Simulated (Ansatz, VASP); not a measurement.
**ZnS: VASP beside Ansatz**

```
Zn S
1.0
     6.68942    0.00000    0.00000
     0.00000    6.68942    0.00000
     0.00000    0.00000    6.68942
Zn S
6 6
Cartesian
  3.3447 0.0000 5.0171
  5.0171 3.3447 0.0000
  0.0000 5.0171 3.3447
  3.3447 0.0000 1.6724
  1.6724 3.3447 0.0000
  0.0000 1.6724 3.3447
  0.0000 3.3447 5.0171
  5.0171 0.0000 3.3447
  3.3447 5.0171 0.0000
  0.0000 3.3447 1.6724
  1.6724 0.0000 3.3447
  3.3447 1.6724 0.0000
```

Alike in both runs: task relaxation of cell and atoms; functional PBE; k mesh 4 × 4 × 4; occupations gaussian, width 0.02 eV; no spin polarisation.

```csv
,VASP,Ansatz
version,VASP 6.6.1,Ansatz 0.2.0
potentials or method,"VASP PAW PBE potentials, release 64 (Zn, S)","scalar-relativistic, plane waves, PAW"
plane-wave cutoff (eV),600,420
valence electrons in the cell,108,108
```

|  | VASP | Ansatz | Ansatz less VASP |
| --- | --- | --- | --- |
| gap on the k mesh at the Fermi level, each at its own relaxed structure (eV) | 1.98 | 1.99 | +0.011 |
| relaxed volume (Å³/atom) | 25.12 | 25.07 | -0.058 |
| relaxed cell length with the largest relative difference (Å) | 6.705 | 6.700 | -0.0052 |

Ansatz warned: «xc_potential_rough_in_thin_density».

As with any semilocal functional, this PBE gap is likely too small.
